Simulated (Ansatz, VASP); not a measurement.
# One calculation of PbS, two programs

```
CELL_PARAMETERS angstrom
3.65366 0.00000 0.00000
0.00000 3.65366 0.00000
0.00000 0.00000 3.65366
ATOMIC_POSITIONS crystal
Pb 0.00000 0.00000 0.00000
S 0.50000 0.50000 0.43158
```

Change from the starting cell: all S atoms moved -0.250 Å, as atom 2 along Cartesian [0 0 1].

Alike in both runs: task single point; functional LDA; k mesh 14 × 14 × 14; occupations gaussian, width 0.15 eV; no spin polarisation.

|  | VASP | Ansatz |
| --- | --- | --- |
| version | VASP 6.6.1 | Ansatz 0.2.0 |
| potentials or method | VASP PAW LDA potentials, release 64 (Pb_d, S) | scalar-relativistic, plane waves, PAW |
| plane-wave cutoff (eV) | 520 | 420 |
| valence electrons in the cell | 20 | 20 |

|  | VASP | Ansatz | Ansatz less VASP |
| --- | --- | --- | --- |
| gap on the k mesh at the Fermi level (eV) | none | none | - |
| pressure (GPa) | -4.4 | -4.4 | -0.02 |
| largest component of the traceless stress (GPa) | 0.63 | 0.64 | +0.009 |
| rms of the force components (eV/Å) | 0.152 | 0.154 | +0.0018 |

Atom by atom the forces differ by 0.002 eV/Å (rms over components). A gap of «none» marks a metal or a gap that the smearing closes.

Spin-orbit coupling is left out, which matters for the levels of Pb.
